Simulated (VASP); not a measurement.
Write the native input for VASP 6.6.1 that does the following.

| Property | Result |
| --- | --- |
| Task | G0W0 quasiparticle levels |
| Functional | PBEsol |
| Potentials or basis | VASP PAW PBE potentials, release 64 (C_GW) |
| Cutoff | 450 eV |
| k mesh | 6 × 6 × 6 |
| Occupations | gaussian, width 0.01 eV |
| Spin | no spin polarisation |
| Cutoff of the response function | 80 |
| Empty bands | 44 |
| GW scheme | G0W0 |
| GW iterations | 1 |
| Frequency points | 50 |
| Further INCAR settings | ALGO = EVGW0; EDIFF = 1e-08; NBANDS = 48 |

Crystal: C.

```
CELL_PARAMETERS angstrom
0.00000 1.78337 1.78337
1.78337 0.00000 1.78337
1.78337 1.78337 0.00000
ATOMIC_POSITIONS crystal
C 0.00000 0.00000 0.00000
C 0.25000 0.25000 0.25000
```

This isn't the form of C at room conditions, which is graphite.

The input as run:

POSCAR

```
C
1.0
    0.0000000000      1.7833700000      1.7833700000
    1.7833700000      0.0000000000      1.7833700000
    1.7833700000      1.7833700000      0.0000000000
C
2
Direct
    0.0000000000      0.0000000000      0.0000000000
    0.2500000000      0.2500000000      0.2500000000
```

INCAR.step1

```
  PREC = Accurate
  ENCUT = 450
  EDIFF = 1E-8
  ISMEAR = 0
  SIGMA = 0.01
  LREAL = F
  LASPH = T
  NELM = 80
  ALGO = Normal
  LWAVE = T
  LCHARG = F
  GGA = PS
  KPAR = 8
```

INCAR.step2

```
  PREC = Accurate
  ENCUT = 450
  EDIFF = 1E-8
  ISMEAR = 0
  SIGMA = 0.01
  LREAL = F
  LASPH = T
  NELM = 1
  ALGO = Exact
  LWAVE = T
  LCHARG = F
  GGA = PS
  NBANDS = 48
  LOPTICS = T
  ISTART = 1
  KPAR = 8
```

INCAR.step3

```
  PREC = Accurate
  ENCUT = 450
  EDIFF = 1E-8
  ISMEAR = 0
  SIGMA = 0.01
  LREAL = F
  LASPH = T
  ALGO = EVGW0
  LWAVE = F
  LCHARG = F
  GGA = PS
  NELMGW = 1
  NBANDS = 48
  ENCUTGW = 80
  NOMEGA = 50
  PRECFOCK = Fast
  ISTART = 1
  NBANDSGW = 12
  KPAR = 8
```

KPOINTS

```
Automatic mesh
0
Gamma
  6 6 6
```

Potentials or basis: VASP PAW PBE potentials, release 64 (C_GW).

Command:

```console
$ cat potpaw_PBE.64/C_GW/POTCAR > POTCAR
$ cp INCAR.step1 INCAR
$ mpirun -np 8 vasp_std > vasp.out
$ cp INCAR.step2 INCAR
$ mpirun -np 8 vasp_std > vasp.out
$ cp INCAR.step3 INCAR
$ mpirun -np 8 vasp_std > vasp.out
```

Results of the run:

| Quantity | Value |
| --- | --- |
| Band gap on the k mesh, mean-field level | 4.04 eV, indirect (least direct gap 5.54 eV) |
| Quasiparticle gap | 5.11 eV |
| Least direct quasiparticle gap | 7.04 eV |

Caveat: the k mesh is coarse (spacing up to 0.51 Å⁻¹), so the values aren't converged; bands, screening cutoff and mesh are small and nothing is extrapolated, so the quasiparticle values aren't converged.

Wall time 15 s on 8 MPI ranks on Intel(R) Xeon(R) Platinum 8259CL CPU @ 2.50GHz (Skylake/Cascade Lake), on a shared host, peak memory 0.18 GiB a rank.
